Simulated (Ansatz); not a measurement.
The system is SnTe.

```
Te Sn
1.0
     0.00000    3.61115    3.61115
     3.61115    0.00000    3.61115
     3.61115    3.61115    0.00000
Te Sn
1 1
Direct
  0.25000 0.25000 0.25000
  0.00000 0.00000 0.00000
```

Measurements of this composition are mostly on another form, of space group No. 225.

```yaml
Program: Ansatz 0.2.0
Task: relaxation of cell and atoms
Functional: LDA
Potentials_or_basis: Ansatz PAW
Cutoff: "420 eV (not typed: the program's choice for these potentials)"
k_mesh: 7 × 7 × 7
Occupations: fermi-dirac, width 0.05 eV
Spin: no spin polarisation
```

At the start: volume 47.09 Å³/atom.

How do energy, volume and symmetry change on relaxing?

It ends after 4 steps and the volume is 42.94 Å³/atom (-8.8 %); space group F-43m (No. 216, to 0.05 Å).

The path:
```tsv
step	energy change (eV)	largest force (eV/Å)	volume (Å³)
1	0.0000	0.0000	94.18
2	-0.0618	0.0000	86.22
3	-0.0619	0.0000	85.88
4	-0.0609	0.0000	85.88
```

Final structure:
```
CELL_PARAMETERS angstrom
0.00000 3.50178 3.50178
3.50178 0.00000 3.50178
3.50178 3.50178 0.00000
ATOMIC_POSITIONS crystal
Te 0.25000 0.25000 0.25000
Sn 0.00000 0.00000 0.00000
```

Caveat: the plane-wave basis is chosen anew once the cell has moved, so the energies of steps on either side of that aren't comparable; the PAW data sets come from PBE, with cores solved anew for the run's functional, which leaves a small shift of forces and pressure.
